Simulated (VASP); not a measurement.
A run of VASP 6.6.1 is set up as follows.

File POSCAR:

```
CaB2
1.0
    3.2264302843      0.0000000000      0.0000000000
   -1.6132151421      2.7941705897      0.0000000000
    0.0000000000      0.0000000000      4.0673920000
Ca B
1 2
Direct
    0.0000000000      0.0000000000      0.0000000000
    0.6666666667      0.3333333333      0.5000000000
    0.3333333333      0.6666666667      0.5000000000
```

The input INCAR.step1:

```
  ALGO = Normal
  EDIFF = 1E-5
  ENCUT = 520
  GGA = PE
  ISIF = 2
  ISMEAR = -1
  LASPH = T
  LREAL = F
  LWAVE = T
  NELM = 60
  PREC = Accurate
  SIGMA = 0.05
```

File INCAR.step2:

```
  AEXX = 0.4
  ALGO = Normal
  EDIFF = 1E-6
  ENCUT = 520
  GGA = PE
  HFRCUT = -1
  ISIF = 2
  ISMEAR = -1
  ISTART = 1
  LASPH = T
  LCHARG = F
  LHFCALC = T
  LREAL = F
  LWAVE = F
  NELM = 60
  PREC = Accurate
  PRECFOCK = Fast
  SIGMA = 0.05
```

The input KPOINTS:

```
k-points
0
Gamma
  5 5 4
```

Potentials or basis: VASP PAW PBE potentials, release 64 (Ca_sv, B).

Run with:

```sh
$ cat potpaw_PBE.64/Ca_sv/POTCAR potpaw_PBE.64/B/POTCAR > POTCAR
$ cp INCAR.step1 INCAR
$ mpirun -np 1 vasp_std > vasp.out
$ cp INCAR.step2 INCAR
$ mpirun -np 1 vasp_std > vasp.out
```

Question: Predict the pressure.

Answer: -1.3 GPa.

Question: What does it give for the band gap on the k mesh?

Answer: None (metal or under the smearing width).

Stress tensor (GPa, compression positive):
```
-1.11  0.00  0.00
 0.00 -1.11  0.00
 0.00  0.00 -1.64
```

Caveat: the k mesh is coarse (spacing up to 0.45 Å⁻¹), so the values aren't converged, least of all with exact exchange; the PAW data sets were made with another functional, which shifts forces and pressure a little.
